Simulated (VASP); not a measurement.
# SiC (Moissanite 3C) (F-43m) in VASP: settings compared, part 2 of 3

VASP 6.6.1.

**3. Relaxation of cell and atoms, PBE+D3(BJ)**

File INCAR:

```
SYSTEM = SiC
  PREC = Accurate
  ENCUT = 600
  EDIFF = 1E-6
  ISMEAR = 0
  SIGMA = 0.03
  LREAL = .FALSE.
  LASPH = .TRUE.
  NELM = 80
  ALGO = Normal
  ISIF = 3
  LWAVE = .FALSE.
  LCHARG = .FALSE.
  GGA = PE
  IVDW = 12
  IBRION = 2
  NSW = 90
  EDIFFG = -0.01
```

File KPOINTS:

```
regular mesh
0
G
  10 10 10
  0 0 0
```

File POSCAR:

```
SiC
1.0
    0.0000000000      2.1790000000      2.1790000000
    2.1790000000      0.0000000000      2.1790000000
    2.1790000000      2.1790000000      0.0000000000
Si C
1 1
Direct
    0.0000000000      0.0000000000      0.0000000000
    0.2500000000      0.2500000000      0.2500000000
```

Potentials or basis: VASP PAW PBE potentials, release 64 (Si, C).

Command:

```sh
> cat potpaw_PBE.64/Si/POTCAR potpaw_PBE.64/C/POTCAR > POTCAR
> mpirun -np 1 vasp_std > vasp.out
```

OUTCAR:

```text
SYSTEM = SiC
   PREC = Accurate
   ENCUT = 600
   EDIFF = 1E-6
   ISMEAR = 0
   LREAL = .FALSE.
   LASPH = .TRUE.
   NELM = 80
   ISIF = 3
   GGA = PE
   IVDW = 12
   IBRION = 2
   NSW = 90
   EDIFFG = -0.01
 IVDW          = 12

 ion  position               nearest neighbor table
   1  0.000  0.000  0.000-   2 1.89   2 1.89   2 1.89   2 1.89
   2  0.250  0.250  0.250-   1 1.89   1 1.89   1 1.89   1 1.89

  LATTYP: Found a face centered cubic cell.
 ALAT       =     4.3580000000

  Lattice vectors:

 A1 = (   0.0000000000,   2.1790000000,   2.1790000000)
 A2 = (   2.1790000000,   0.0000000000,   2.1790000000)
 A3 = (   2.1790000000,   2.1790000000,   0.0000000000)

Analysis of symmetry for initial positions (statically):
=====================================================================
 Subroutine PRICEL returns:
 Original cell was already a primitive cell.

 Routine SETGRP: Setting up the symmetry group for a
 face centered cubic supercell.

 Subroutine GETGRP returns: Found 24 space group operations
 (whereof 24 operations were pure point group operations)
 out of a pool of 48 trial point group operations.

The static configuration has the point symmetry T_d .

Analysis of symmetry for dynamics (positions and initial velocities):
=====================================================================
 Subroutine PRICEL returns:
 Original cell was already a primitive cell.

 Routine SETGRP: Setting up the symmetry group for a
 face centered cubic supercell.

 Subroutine GETGRP returns: Found 24 space group operations
 (whereof 24 operations were pure point group operations)
 out of a pool of 48 trial point group operations.

The dynamic configuration has the point symmetry T_d .

 Subroutine INISYM returns: Found 24 space group operations
 (whereof 24 operations are pure point group operations),
 and found     1 'primitive' translations

----------------------------------------------------------------------------------------

                                     Primitive cell

  volume of cell :      20.6920
[... 101 lines left out ...]
   NUPDOWN=      -1.0000    fix difference up-down
   EMIN   =  10.00;   EMAX   =-10.00  energy-range for DOS
   EFERMI =   0.00;   METHOD = LEGACY
   ISMEAR =     0;   SIGMA  =   0.03  broadening in eV -4-tet -1-fermi 0-gaus
   EFERMI_NEDOS =   21; number of points for ismear=-14 and -15
   IALGO  =     38    algorithm
   IMIX   =      4    mixing-type and parameters
     AMIX     =   0.40;   BMIX     =  1.00
     AMIX_MAG =   1.60;   BMIX_MAG =  1.00
  volume/ion in A,a.u.               =      10.35        69.82
  Fermi-wavevector in a.u.,A,eV,Ry     =   1.192626  2.253736 19.352338  1.422357
  Thomas-Fermi vector in A             =   2.328660
   LORBIT       =      0    0 simple, 1 ext, 2 COOP (PROOUT), +10 PAW based schemes
   GGA     = PE    functional components
   LHFCALC =     F    Hartree Fock is set to
   AEXX    =    0.0000 exact exchange contribution
   IVDW    =    12    specifies the selected vdW correction
   LEPSILON=     F    determine dielectric tensor
   LRPA    =     F    only Hartree local field effects (RPA)
 conjugate gradient relaxation of ions
 non-spin polarized calculation
 Gauss-broadening in eV      SIGMA  =   0.03
  energy-cutoff  :      600.00
  volume of cell :       20.69
 maximum number of plane-waves:       701
 NGX is ok and might be reduce to    28
   NGX = 13   NGY = 13   NGZ = 13

--------------------------------------- Ionic step        1  -------------------------------------------

 number of electron       8.0000000 magnetization

 Free energy of the ion-electron system (eV)
  ---------------------------------------------------
  ext. energy  EPLUGINS =         0.00000000
  ---------------------------------------------------
  free energy    TOTEN  =       -15.05911966 eV

  energy without entropy =      -15.05911966  energy(sigma->0) =      -15.05911966

------------------------ aborting loop because EDIFF is reached ----------------------------------------

 Edisp (eV)   -0.60223

 E8    (eV) :    -0.2263
[... 71 lines left out ...]
--------------------------------------- Ionic step        3  -------------------------------------------

 number of electron       8.0000000 magnetization

 Free energy of the ion-electron system (eV)
  ---------------------------------------------------
  ext. energy  EPLUGINS =         0.00000000
  ---------------------------------------------------
  free energy    TOTEN  =       -15.05541895 eV

  energy without entropy =      -15.05541895  energy(sigma->0) =      -15.05541895

 E-fermi :   8.3936     XC(G=0): -11.3884

 val. band max:        8.1893235035   @ k =   0.0000   0.0000   0.0000
 cond. band min:       9.5397311886   @ k =   0.5000   0.5000   0.0000
 fundamental gap:      1.3504076852
 Fermi energy:         8.3936262858

 k-point     1 :       0.0000    0.0000    0.0000
  band No.  band energies     occupation
      1      -7.2718      2.00000
      2       8.1893      2.00000
      3       8.1893      2.00000
      4       8.1893      2.00000
      5      14.5094      0.00000
      6      15.5488      0.00000
      7      15.5488      0.00000
      8      15.5488      0.00000
[... 243 lines left out ...]
 k-point    24 :       0.4000    0.3000    0.0000
  band No.  band energies     occupation
      1      -4.1113      2.00000
      2       2.6012      2.00000
      3       5.0237      2.00000
      4       5.5534      2.00000
      5      11.0651      0.00000
      6      13.8453      0.00000
      7      19.8911      0.00000
      8      20.1920      0.00000

 [... further k-points ...]

------------------------ aborting loop because EDIFF is reached ----------------------------------------

 Edisp (eV)   -0.60669

 E8    (eV) :    -0.2280
[... 25 lines left out ...]
  FREE ENERGIE OF THE ION-ELECTRON SYSTEM (eV)
  ---------------------------------------------------
  free  energy   TOTEN  =       -15.6621081250 eV

  energy  without entropy=      -15.6621081250  energy(sigma->0) =      -15.66210812

 reached required accuracy - stopping structural energy minimisation
```

OSZICAR:

```text
N       E                     dE             d eps       ncg     rms          rms(c)
DAV:   1     0.762828008099E+01    0.76283E+01   -0.44019E+03   768   0.950E+02
DAV:   2    -0.164794364200E+02   -0.24108E+02   -0.22729E+02  1064   0.115E+02
DAV:   3    -0.169119802272E+02   -0.43254E+00   -0.43254E+00   888   0.194E+01
DAV:   4    -0.169133595032E+02   -0.13793E-02   -0.13793E-02  1160   0.118E+00
[... 17 lines left out ...]
DAV:   1    -0.150557513918E+02   -0.56796E-02   -0.15119E-02   784   0.108E+00    0.137E-01
DAV:   2    -0.150554873906E+02    0.26400E-03   -0.66942E-04   920   0.172E-01    0.683E-02
DAV:   3    -0.150554303359E+02    0.57055E-04   -0.89454E-05   952   0.667E-02    0.178E-02
DAV:   4    -0.150554196254E+02    0.10711E-04   -0.12950E-05   840   0.223E-02    0.812E-03
DAV:   5    -0.150554189506E+02    0.67479E-06   -0.35781E-07   424   0.499E-03
   3 F= -.15662108E+02 E0= -.15662108E+02  d E =-.762174E-03
```

CONTCAR:

```text
SiC
   1.00000000000000
    -0.0000000000000000    2.1736476167258623    2.1736476167258623
     2.1736476167258623    0.0000000000000000    2.1736476167258623
     2.1736476167258623    2.1736476167258623    0.0000000000000000
  Si              C
     1     1
Direct
     0.0000000000000000    0.0000000000000000    0.0000000000000000
     0.2500000000000000    0.2500000000000000    0.2500000000000000

  0.00000000E+00  0.00000000E+00  0.00000000E+00
  0.00000000E+00  0.00000000E+00  0.00000000E+00
```

Wall time 14 s (1 thread of AMD EPYC 9R45 (Zen 5), shared host); peak memory 0.13 GiB.

Results:

| Property | Result |
| --- | --- |
| Free energy | -15.6621 eV |
| Relaxed volume | 10.27 Å³/atom |
| Relaxed cell | a = 3.074 Å, b = 3.074 Å, c = 3.074 Å, α = 60.00°, β = 60.00°, γ = 60.00° |
| Space group after relaxing (to 0.05 Å) | F-43m (No. 216) |
| Energy gained by relaxing | 0.4 meV/atom |
| Ionic steps | 3 |
| Pressure after relaxing | 0.0 GPa |
| Band gap on the k mesh | 1.35 eV, indirect (least direct gap 4.55 eV) |
| Dispersion energy per atom | -0.303 eV |

The path:
```
step  energy change (eV)  largest force (eV/Å)  pressure (GPa)  volume (Å³)
   1              0.0000                0.0000           -1.58        20.69
   2              0.0000                0.0000            1.69        20.39
   3             -0.0008                0.0000            0.01        20.54
```

Final structure:
```xyz
2
Lattice="0.0000 2.1736 2.1736 2.1736 0.0000 2.1736 2.1736 2.1736 0.0000" Properties=species:S:1:pos:R:3 pbc="T T T"
Si    0.0000    0.0000    0.0000
C     1.0868    1.0868    1.0868
```

Levels at points of the mesh, in eV from the valence-band top:
```tsv
k point	band 1	band 2	band 3	band 4	band 5	band 6	band 7	band 8
(0.00, 0.00, 0.00)	-15.46	0.00	0.00	0.00	6.32	7.36	7.36	7.36
(0.50, 0.00, 0.00)	-11.87	-8.57	-1.05	-1.05	5.50	7.26	7.26	10.10
(0.50, 0.50, 0.00)	-10.41	-7.82	-3.20	-3.20	1.35	4.35	14.12	14.12
```

A k mesh can miss the band edges.

**4. Relaxation of cell and atoms, PBE+D3(BJ)**

This run uses another cell than the first one, of 10.27 Å³/atom, 0.993 times its volume.

Edit INCAR of step 3 so:

```diff
@@ -3,3 +3,3 @@
   ENCUT = 600
-  EDIFF = 1E-6
+  EDIFF = 1E-7
   ISMEAR = 0
@@ -17,2 +17,2 @@
   NSW = 90
-  EDIFFG = -0.01
+  EDIFFG = -0.005
```

KPOINTS is that of step 3.

File POSCAR:

```
SiC                                     
1.0
   -0.0000000000      2.1736476167      2.1736476167
    2.1736476167      0.0000000000      2.1736476167
    2.1736476167      2.1736476167      0.0000000000
  Si              C             
     1     1
Direct
     0.0000000000000000    0.0000000000000000    0.0000000000000000
     0.2500000000000000    0.2500000000000000    0.2500000000000000
```

Command:

```sh
> cat potpaw_PBE.64/Si/POTCAR potpaw_PBE.64/C/POTCAR > POTCAR
> mpirun -np 1 vasp_std > vasp.out
```

It took 8.8 s on 1 thread of AMD EPYC 9R45 (Zen 5), shared host; peak memory 0.13 GiB.

It converged, with:

* Free energy: -15.6619 eV
* Pressure after relaxing: 0.0 GPa
* Band gap on the k mesh: 1.35 eV, indirect (least direct gap 4.55 eV)
* Dispersion energy per atom: -0.303 eV

Final structure:
```xyz
2
Lattice="0.0000 2.1736 2.1736 2.1736 0.0000 2.1736 2.1736 2.1736 0.0000" Properties=species:S:1:pos:R:3 pbc="T T T"
Si    0.0000    0.0000    0.0000
C     1.0868    1.0868    1.0868
```

Levels at points of the mesh, in eV from the valence-band top:
```csv
k point,band 1,band 2,band 3,band 4,band 5,band 6,band 7,band 8
"(0.00, 0.00, 0.00)",-15.46,0.00,0.00,0.00,6.32,7.36,7.36,7.36
"(0.50, 0.00, 0.00)",-11.87,-8.57,-1.05,-1.05,5.50,7.26,7.26,10.10
"(0.50, 0.50, 0.00)",-10.41,-7.82,-3.20,-3.20,1.35,4.35,14.12,14.12
```

Caveat: the relaxation stopped at its first step, so nothing moved. A k mesh can miss the band edges.

**5. Relaxation of cell and atoms, r2SCAN**

File INCAR:

```
PREC = Accurate
ENCUT = 600
EDIFF = 1E-6
ISMEAR = 0
SIGMA = 0.03
LREAL = F
LASPH = T
NELM = 80
ALGO = Normal
ISIF = 3
LWAVE = F
LCHARG = F
METAGGA = R2SCAN
LMIXTAU = T
IBRION = 2
NSW = 90
EDIFFG = -0.01
```

File KPOINTS:

```
Automatic mesh
0
Gamma
  10 10 10
```

File POSCAR:

```
SiC
1.0
    0.0000000000      2.1790000000      2.1790000000
    2.1790000000      0.0000000000      2.1790000000
    2.1790000000      2.1790000000      0.0000000000
Si C
1 1
Direct
    0.0000000000      0.0000000000      0.0000000000
    0.2500000000      0.2500000000      0.2500000000
```

Potentials or basis: VASP PAW PBE potentials, release 64 (Si, C).

Command:

```sh
> cat potpaw_PBE.64/Si/POTCAR potpaw_PBE.64/C/POTCAR > POTCAR
> mpirun -np 1 vasp_std > vasp.out
```

OUTCAR:

```text
PREC = Accurate
   ENCUT = 600
   EDIFF = 1E-6
   ISMEAR = 0
   LREAL = F
   LASPH = T
   NELM = 80
   ISIF = 3
   METAGGA = R2SCAN
   IBRION = 2
   NSW = 90
   EDIFFG = -0.01

 ion  position               nearest neighbor table
   1  0.000  0.000  0.000-   2 1.89   2 1.89   2 1.89   2 1.89
   2  0.250  0.250  0.250-   1 1.89   1 1.89   1 1.89   1 1.89

  LATTYP: Found a face centered cubic cell.
 ALAT       =     4.3580000000

  Lattice vectors:

 A1 = (   0.0000000000,   2.1790000000,   2.1790000000)
 A2 = (   2.1790000000,   0.0000000000,   2.1790000000)
 A3 = (   2.1790000000,   2.1790000000,   0.0000000000)

Analysis of symmetry for initial positions (statically):
=====================================================================
 Subroutine PRICEL returns:
 Original cell was already a primitive cell.

 Routine SETGRP: Setting up the symmetry group for a
 face centered cubic supercell.

 Subroutine GETGRP returns: Found 24 space group operations
 (whereof 24 operations were pure point group operations)
 out of a pool of 48 trial point group operations.

The static configuration has the point symmetry T_d .

Analysis of symmetry for dynamics (positions and initial velocities):
=====================================================================
 Subroutine PRICEL returns:
[... 230 lines left out ...]
--------------------------------------- Ionic step        3  -------------------------------------------

 number of electron       8.0000000 magnetization

 Free energy of the ion-electron system (eV)
  ---------------------------------------------------
  ext. energy  EPLUGINS =         0.00000000
  ---------------------------------------------------
  free energy    TOTEN  =       -19.32902719 eV

  energy without entropy =      -19.32902719  energy(sigma->0) =      -19.32902719

 E-fermi :   8.1897     XC(G=0): -11.9464

 val. band max:        8.0113102782   @ k =   0.0000   0.0000   0.0000
 cond. band min:       9.7352626652   @ k =   0.5000   0.5000   0.0000
 fundamental gap:      1.7239523870
 Fermi energy:         8.1896784685

 k-point     1 :       0.0000    0.0000    0.0000
  band No.  band energies     occupation
      1      -8.1892      2.00000
      2       8.0113      2.00000
      3       8.0113      2.00000
      4       8.0113      2.00000
      5      14.8791      0.00000
      6      15.8817      0.00000
      7      15.8817      0.00000
      8      15.8817      0.00000
[... 243 lines left out ...]
 k-point    24 :       0.4000    0.3000    0.0000
  band No.  band energies     occupation
      1      -4.9479      2.00000
      2       2.1728      2.00000
      3       4.7349      2.00000
      4       5.2615      2.00000
      5      11.3119      0.00000
      6      14.1855      0.00000
      7      20.5407      0.00000
      8      20.8418      0.00000

 [... further k-points ...]

------------------------ aborting loop because EDIFF is reached ----------------------------------------

  FORCE on cell =-STRESS in cart. coord.  units (eV):
  Direction    XX          YY          ZZ          XY          YZ          ZX
  --------------------------------------------------------------------------------------
  -------------------------------------------------------------------------------------
  Total       -0.0012376     -0.0012376     -0.0012376      0.0000000      0.0000000      0.0000000
  in kB       -0.0960833     -0.0960833     -0.0960833      0.0000000      0.0000000      0.0000000
  external PRESSURE =      -0.0960833 kB  Pullay stress =       0.0000000 kB
[... 17 lines left out ...]
  FREE ENERGIE OF THE ION-ELECTRON SYSTEM (eV)
  ---------------------------------------------------
  free  energy   TOTEN  =       -19.3290271919 eV

  energy  without entropy=      -19.3290271919  energy(sigma->0) =      -19.32902719

 reached required accuracy - stopping structural energy minimisation
```

OSZICAR:

```text
N       E                     dE             d eps       ncg     rms          rms(c)
DAV:   1     0.283090177960E+01    0.28309E+01   -0.45494E+03   768   0.980E+02
DAV:   2    -0.219017282636E+02   -0.24733E+02   -0.23343E+02  1064   0.119E+02
DAV:   3    -0.223244734725E+02   -0.42275E+00   -0.42275E+00   888   0.195E+01
DAV:   4    -0.223257723123E+02   -0.12988E-02   -0.12988E-02  1160   0.118E+00
[... 26 lines left out ...]
DAV:   2    -0.193290249015E+02    0.16932E-04   -0.15030E-04  1000   0.866E-02    0.295E-02
DAV:   3    -0.193290241538E+02    0.74768E-06   -0.16095E-05   760   0.438E-02    0.908E-03
DAV:   4    -0.193290247941E+02   -0.64027E-06   -0.16004E-05   832   0.311E-02    0.600E-03
DAV:   5    -0.193290273239E+02   -0.25298E-05   -0.44223E-06   792   0.150E-02    0.336E-03
DAV:   6    -0.193290271919E+02    0.13194E-06   -0.45653E-07   408   0.924E-03
   3 F= -.19329027E+02 E0= -.19329027E+02  d E =-.107491E-03
```

Run time: 86 s. Hardware: 1 thread of AMD EPYC 9R45 (Zen 5), shared host; peak memory 0.13 GiB.

What came out:

```
Free energy                            : -19.3290 eV
Relaxed volume                         : 10.32 Å³/atom
Relaxed cell                           : a = 3.079 Å, b = 3.079 Å, c = 3.079 Å, α = 60.00°, β = 60.00°, γ = 60.00°
Space group after relaxing (to 0.05 Å) : F-43m (No. 216)
Energy gained by relaxing              : 0.1 meV/atom
Ionic steps                            : 3
Pressure after relaxing                : 0.0 GPa
Band gap on the k mesh                 : 1.72 eV, indirect (least direct gap 5.06 eV)
```

Step by step:
```csv
step,energy change (eV),largest force (eV/Å),pressure (GPa),volume (Å³)
1,0.0000,0.0000,-0.61,20.69
2,0.0000,0.0000,0.68,20.57
3,-0.0001,0.0000,-0.01,20.64
```

Final structure:
```
CELL_PARAMETERS angstrom
0.00000 2.17704 2.17704
2.17704 0.00000 2.17704
2.17704 2.17704 0.00000
ATOMIC_POSITIONS crystal
Si 0.00000 0.00000 0.00000
C 0.25000 0.25000 0.25000
```

Levels at points of the mesh, in eV from the valence-band top:
```tsv
k point	band 1	band 2	band 3	band 4	band 5	band 6	band 7	band 8
(0.00, 0.00, 0.00)	-16.20	0.00	0.00	0.00	6.87	7.87	7.87	7.87
(0.50, 0.00, 0.00)	-12.57	-8.83	-1.11	-1.11	6.02	7.76	7.76	10.97
(0.50, 0.50, 0.00)	-11.10	-8.06	-3.34	-3.34	1.72	4.83	15.16	15.16
```

Caveat: the PAW data sets were made with another functional, which shifts forces and pressure a little.

(Continued in part 3 of 3.)
